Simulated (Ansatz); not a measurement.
**Ligand exchange: SiH2(SiH3)Br + C4H10O → SiH2(OH)(SiH3) + C4H9Br**

Species: SiH2(SiH3)Br, singlet; C4H10O (1-butanol) `CCCCO`, singlet; SiH2(OH)(SiH3) (disilanol), singlet; C4H9Br (1-bromobutane) `CCCCBr`, singlet. The partners trade Br for OH: Si–Br and C–OH bonds give way to Si–OH and C–Br.

Shapes, held fixed at every level: PBE0-D4/def2-TZVP. Flexible molecules stand in one conformer, not always the lowest. Programs: Ansatz 0.2.0. The zero-point and thermal change to 298 K, harmonic and unscaled (PBE0-D4/def2-TZVP), is -3.5 kJ/mol.

```tsv
level	kind	ΔH(298 K) (kJ/mol)	less CCSD(T)/def2-TZVPP
HF/def2-TZVPP	Hartree–Fock	-19.9	+9.9
SPW92/def2-TZVPP	LDA	-21.4	+8.4
PBE-D4/def2-TZVPP	GGA	-21.3	+8.5
PBE0-D4/def2-TZVPP	global hybrid	-19.1	+10.7
wB97X-V/def2-TZVPP	range-separated hybrid	-22.6	+7.2
B2PLYP/def2-TZVPP	double hybrid	-29.1	+0.7
MP2/def2-TZVPP	perturbation theory	-34.1	-4.3
CCSD(T)/def2-TZVPP	coupled cluster or CI	-29.8	0.0
```

The highest level, CCSD(T)/def2-TZVPP, gives ΔH(298 K) = -29.8 kJ/mol; the levels span -34.1 to -19.1. The column of differences is taken from that level and isn't an error. No measured value is set beside it here. Relativity is left out for Br unless named. Correlated rows may include outer-core shells of Br, which these sets cover unevenly.
